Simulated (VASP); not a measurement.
PtS2: relaxation of cell and atoms with PBE+MBD

Crystal: PtS2.

```
Pt S
1.0
     3.54320    0.00000    0.00000
    -1.77160    3.06850    0.00000
     0.00000    0.00000    5.03880
Pt S
1 2
Direct
  0.00000 0.00000 0.00000
  0.66667 0.33333 0.77300
  0.33333 0.66667 0.22700
```

```json
{
 "Program": "VASP 6.6.1",
 "Task": "relaxation of cell and atoms",
 "Functional": "PBE",
 "Dispersion": "MBD",
 "Potentials or basis": "VASP PAW PBE potentials, release 64 (Pt, S)",
 "Cutoff": "600 eV",
 "k mesh": "9 × 9 × 5",
 "Occupations": "fermi-dirac, width 0.05 eV",
 "Spin": "no spin polarisation",
 "Further INCAR settings": "ALGO = Normal; EDIFF = 1e-07; IBRION = 2; EDIFFG = -0.005; NSW = 40; ISIF = 3"
}
```

The relaxed volume is 18.63 Å³/atom, the relaxed cell is a = 3.575 Å, b = 3.575 Å, c = 5.050 Å, α = 90.00°, β = 90.00°, γ = 120.00° and the space group after relaxing (to 0.05 Å) is P-3m1 (No. 164). The energy gained by relaxing is 39.3 meV/atom and the ionic steps are 19. The pressure after relaxing is 0.0 GPa, the band gap on the k mesh is 0.73 eV, indirect (least direct gap 1.01 eV) and the hirshfeld charges are Pt +0.19; S -0.09 e. The dispersion energy per atom is -0.253 eV.

Forces on the atoms (eV/Å):
```
Pt   0.000  0.000  0.000
S    0.000  0.000  0.002
S    0.000  0.000 -0.002
```

Step by step:
| step | energy change (eV) | largest force (eV/Å) | pressure (GPa) | volume (Å³) |
| --- | --- | --- | --- | --- |
| 1 | 0.0000 | 1.2358 | 9.00 | 54.78 |
| 2 | 0.1801 | 1.1350 | -12.03 | 63.32 |
| 3 | -0.1044 | 0.1832 | -0.87 | 57.78 |
| 4 | -0.1046 | 0.2247 | -0.49 | 57.64 |
| 5 | -0.1045 | 0.2424 | -0.33 | 57.58 |
| 6 | -0.1127 | 0.1431 | -0.14 | 57.35 |
| 7 | -0.1159 | 0.0359 | 0.05 | 57.10 |
| 8 | -0.1159 | 0.0287 | 0.06 | 57.09 |
| 9 | -0.1161 | 0.0046 | -0.25 | 57.15 |
| 10 | -0.1161 | 0.0011 | -0.21 | 57.14 |
| 11 | -0.1160 | 0.0062 | -0.15 | 57.13 |
| 12 | -0.1161 | 0.0053 | -0.15 | 57.09 |
| 13 | -0.1164 | 0.0029 | -0.15 | 56.96 |
| 14 | -0.1169 | 0.0018 | -0.15 | 56.70 |
| 15 | -0.1176 | 0.0101 | -0.13 | 56.18 |
| 16 | -0.1178 | 0.0137 | -0.12 | 55.94 |
| 17 | -0.1166 | 0.0893 | 0.92 | 55.58 |
| 18 | -0.1178 | 0.0054 | -0.03 | 55.91 |
| 19 | -0.1178 | 0.0021 | 0.00 | 55.90 |

Final structure:
```cif
data_structure
_symmetry_space_group_name_H-M 'P 1'
_symmetry_Int_Tables_number 1
_cell_length_a 3.5752
_cell_length_b 3.5752
_cell_length_c 5.0501
_cell_angle_alpha 90.000
_cell_angle_beta 90.000
_cell_angle_gamma 120.000
_cell_volume 55.90
loop_
_atom_site_label
_atom_site_type_symbol
_atom_site_fract_x
_atom_site_fract_y
_atom_site_fract_z
_atom_site_occupancy
Pt1 Pt 0.00000 0.00000 0.00000 1
S1 S 0.66667 0.33333 0.75899 1
S2 S 0.33333 0.66667 0.24101 1
```

Levels at points of the mesh, in eV from the valence-band top:
```csv
k point,band 8,band 9,band 10,band 11,band 12,band 13,band 14,band 15
"(0.00, 0.00, 0.00)",-2.00,-1.12,-1.12,0.00,1.99,1.99,4.62,5.30
```

Wall time 7.6 min on 1 thread of Intel(R) Xeon(R) Platinum 8488C (Sapphire Rapids), on a shared host, peak memory 0.23 GiB.

Caveat: spin-orbit coupling is left out, which moves the levels of the heavy elements; an odd mesh through Γ misses points on the zone boundary, where band edges often lie. Zero-point motion and thermal expansion aren't in these numbers.
